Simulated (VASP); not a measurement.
Wanted: the native input for a VASP 6.6.1 run.

```yaml
Task: relaxation of the atoms
Functional: PBE
Potentials_or_basis: VASP PAW PBE potentials, release 64 (In_d, P)
Cutoff: 600 eV
k_mesh: 8 × 8 × 8
Occupations: gaussian, width 0.03 eV
Spin: no spin polarisation
Further_INCAR_settings: ALGO = Fast; EDIFF = 1e-07; IBRION = 2; EDIFFG = -0.01; NSW = 40
```

The structure of InP lies in POSCAR:

```
InP                                     
1.0
    0.0000000000      2.9988838921      2.9988838921
    2.9988838921      0.0000000000      2.9988838921
    2.9988838921      2.9988838921      0.0000000000
  In              P             
     1     1
Direct
     0.0000000000000000    0.0000000000000000    0.0000000000000000
     0.2500000000000000    0.2500000000000000    0.2500000000000000
```

The cell isn't the ideal one: a relaxed cell with its volume scaled by 1.02.

These files were run (other wordings do the same):

INCAR

```
PREC = Accurate ; ENCUT = 600
EDIFF = 1E-7 ; ISMEAR = 0
SIGMA = 0.03 ; LREAL = False
LASPH = True ; NELM = 80
ALGO = Fast ; ISIF = 2
LWAVE = False ; LCHARG = False
GGA = PE ; IBRION = 2
NSW = 40 ; EDIFFG = -0.01
```

KPOINTS

```
Automatic mesh
0
Gamma
  8 8 8
```

Potentials or basis: VASP PAW PBE potentials, release 64 (In_d, P).

Command:

```sh
$ cat potpaw_PBE.64/In_d/POTCAR potpaw_PBE.64/P/POTCAR > POTCAR
$ mpirun -np 1 vasp_std > vasp.out
```

Results of the run:

- Pressure after relaxing: -1.1 GPa
- Band gap on the k mesh: 0.33 eV, direct

Caveat: the relaxation stopped at its first step, so nothing moved; spin-orbit coupling is left out, which moves the levels of the heavy elements.

Run time: 59 s on 1 thread of Intel(R) Xeon(R) Platinum 8375C CPU @ 2.90GHz (Ice Lake), with other jobs on the host, peak memory 0.21 GiB.
